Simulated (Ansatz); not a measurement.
# Molecular dynamics of H₃CCl

The input (input.yaml):

```yaml
accuracy: low
crystal:
  lattice:
    - [7.920037, 0.0, 0.0]
    - [0.0, 7.920037, 0.0]
    - [0.0, 0.0, 7.920037]
  atoms:
    - { symbol: C, position: [0.54070917, 0.93848324, 0.5456792] }
    - { symbol: Cl, position: [0.45200116, 0.78688416, 0.4016958] }
    - { symbol: H, position: [0.65255528, 0.87170261, 0.59739024] }
    - { symbol: H, position: [0.57600903, 1.04818321, 0.47382773] }
    - { symbol: H, position: [0.45509221, 0.96244096, 0.65399922] }
    - { symbol: C, position: [0.05498218, 0.51282589, 0.4508409] }
    - { symbol: Cl, position: [-0.13678237, 0.60779429, 0.51283041] }
    - { symbol: H, position: [0.12392057, 0.58398205, 0.35007285] }
    - { symbol: H, position: [0.12436639, 0.51191767, 0.57260404] }
    - { symbol: H, position: [0.02481616, 0.38373501, 0.41073418] }
    - { symbol: C, position: [0.91894667, 0.24270649, 0.82210115] }
    - { symbol: Cl, position: [1.11633403, 0.31852544, 0.88582908] }
    - { symbol: H, position: [0.93848194, 0.11424118, 0.77015767] }
    - { symbol: H, position: [0.84040594, 0.22592283, 0.92989842] }
    - { symbol: H, position: [0.85659613, 0.3272557, 0.73023519] }
    - { symbol: C, position: [0.64715237, 0.73865184, 0.02511298] }
    - { symbol: Cl, position: [0.43704149, 0.74827502, -0.07403153] }
    - { symbol: H, position: [0.68022454, 0.86550647, 0.07261197] }
    - { symbol: H, position: [0.63200587, 0.66365742, 0.13996069] }
    - { symbol: H, position: [0.74458571, 0.69771033, -0.06756606] }
    - { symbol: C, position: [0.49100191, 0.21695896, 0.15411257] }
    - { symbol: Cl, position: [0.43449347, 0.35080256, 0.32555674] }
    - { symbol: H, position: [0.44678662, 0.29436447, 0.04521443] }
    - { symbol: H, position: [0.62764271, 0.20230024, 0.158043] }
    - { symbol: H, position: [0.41098138, 0.1004587, 0.16774115] }
    - { symbol: C, position: [0.07256151, 1.0114025, 0.44166423] }
    - { symbol: Cl, position: [-0.01802948, 1.06168885, 0.24041202] }
    - { symbol: H, position: [0.12856943, 0.86945284, 0.43710013] }
    - { symbol: H, position: [0.17861506, 1.10007666, 0.46915421] }
    - { symbol: H, position: [-0.03233361, 1.04209841, 0.52345928] }
basis:
  ecutwfc: 420.0
kpoints:
  mp_grid: { grid: [1, 1, 1] }
hamiltonian:
  xc: pbe
  dispersion: d3bj
scf:
  occupations: { method: fermi_dirac, width: 0.02 }
  lower_state_search: "off"
md:
  timestep: 0.5
  n_steps: 400
  ensemble: nvt_langevin
  temperature: 300.0
  initial_velocities: maxwell_boltzmann
  seed: 22041
  friction: 0.01
```

Command:

```bash
$ ansatz run input.yaml --threads 1 --pin off --max-ram 3072MiB --backend cpu --events-out ev --progress --plain --runs-dir out
```

It goes on from the last frame of an earlier run, with new velocities.

Output, in part (step lines):

```
md step     0: t =     0.00 fs  T =   290.0 K  F+E_penalty+E_count = -8276.42395316 eV  E_kin = 1.124562 eV  (8 SCF iters)
md step     1: t =     0.50 fs  T =   300.3 K  F+E_penalty+E_count = -8276.43560232 eV  E_kin = 1.164432 eV  (7 SCF iters)
md step     2: t =     1.00 fs  T =   301.3 K  F+E_penalty+E_count = -8276.43755113 eV  E_kin = 1.168418 eV  (7 SCF iters)
md step     3: t =     1.50 fs  T =   310.4 K  F+E_penalty+E_count = -8276.43757701 eV  E_kin = 1.203552 eV  (7 SCF iters)
md step     4: t =     2.00 fs  T =   311.8 K  F+E_penalty+E_count = -8276.44533293 eV  E_kin = 1.208933 eV  (7 SCF iters)
md step     5: t =     2.50 fs  T =   326.1 K  F+E_penalty+E_count = -8276.46412019 eV  E_kin = 1.264621 eV  (5 SCF iters)
md step     6: t =     3.00 fs  T =   331.3 K  F+E_penalty+E_count = -8276.48586739 eV  E_kin = 1.284584 eV  (5 SCF iters)
md step     7: t =     3.50 fs  T =   342.5 K  F+E_penalty+E_count = -8276.50048623 eV  E_kin = 1.328068 eV  (5 SCF iters)
[... lines left out ...]
md step   400: t =   200.00 fs  T =   320.9 K  F+E_penalty+E_count = -8276.36100226 eV  E_kin = 1.244337 eV  (7 SCF iters)
```

The steps, from the saved trajectory:

| time (fs) | T (K) | potential energy less start (eV) |
| --- | --- | --- |
| 0.0 | 290 | 0.000 |
| 6.5 | 279 | 0.097 |
| 13.0 | 277 | 0.148 |
| 19.5 | 275 | 0.162 |
| 26.0 | 292 | 0.111 |
| 32.5 | 256 | 0.292 |
| 39.0 | 339 | -0.034 |
| 45.5 | 329 | 0.126 |
| 52.0 | 315 | 0.169 |
| 58.5 | 340 | 0.008 |
| 65.0 | 220 | 0.386 |
| 71.5 | 362 | 0.028 |
| 78.0 | 354 | 0.078 |
| 84.5 | 397 | -0.004 |
| 91.0 | 335 | 0.190 |
| 97.5 | 303 | 0.300 |
| 104.0 | 340 | 0.116 |
| 110.5 | 341 | 0.073 |
| 117.0 | 311 | 0.222 |
| 123.5 | 319 | 0.042 |
| 130.0 | 288 | 0.207 |
| 136.5 | 290 | 0.068 |
| 143.0 | 262 | 0.320 |
| 149.5 | 266 | 0.269 |
| 156.0 | 286 | 0.137 |
| 162.5 | 269 | 0.191 |
| 169.0 | 263 | 0.159 |
| 175.5 | 314 | 0.048 |
| 182.0 | 252 | 0.140 |
| 188.5 | 299 | 0.076 |
| 195.0 | 279 | 0.132 |

The run went to its last step. A run of 0.2 ps of so small a system gives no equilibrium averages. Limits of this set-up: coarse k mesh, low accuracy level.

Mean squared displacements from the first frame to the last, about the centre of mass: C 0.40 Å², Cl 0.21 Å², H 1.43 Å².

Last frame:

```xyz
30
Lattice="7.9200 0.0000 0.0000 0.0000 7.9200 0.0000 0.0000 0.0000 7.9200" Properties=species:S:1:pos:R:3
C 4.374 7.460 4.358
Cl 3.274 6.468 3.329
H 4.822 8.102 3.566
H 3.825 8.114 5.070
H 5.051 6.781 4.906
C 0.005 4.379 2.762
Cl -1.184 4.907 3.942
H -0.166 4.796 1.795
H 0.944 4.669 3.151
H -0.086 3.300 2.746
C 6.629 1.993 7.085
Cl 8.414 2.005 6.953
H 6.367 1.014 6.797
H 6.488 2.123 8.162
H 6.170 2.795 6.549
C 5.218 5.735 0.075
Cl 3.619 5.556 -0.596
H 5.172 6.411 1.014
H 5.620 4.728 0.289
H 5.924 6.263 -0.646
C 4.122 1.486 1.333
Cl 3.876 2.938 2.314
H 4.069 1.848 0.308
H 5.222 1.101 1.484
H 3.289 0.804 1.533
C 0.167 8.487 4.011
Cl -0.314 8.107 2.274
H 1.244 8.288 4.211
H -0.056 9.499 4.182
H -0.382 7.779 4.664
```

The run took 8.8 min on 1 thread of Intel(R) Xeon(R) 6975P-C (Granite Rapids) (shared host), peak memory 0.5 GiB.
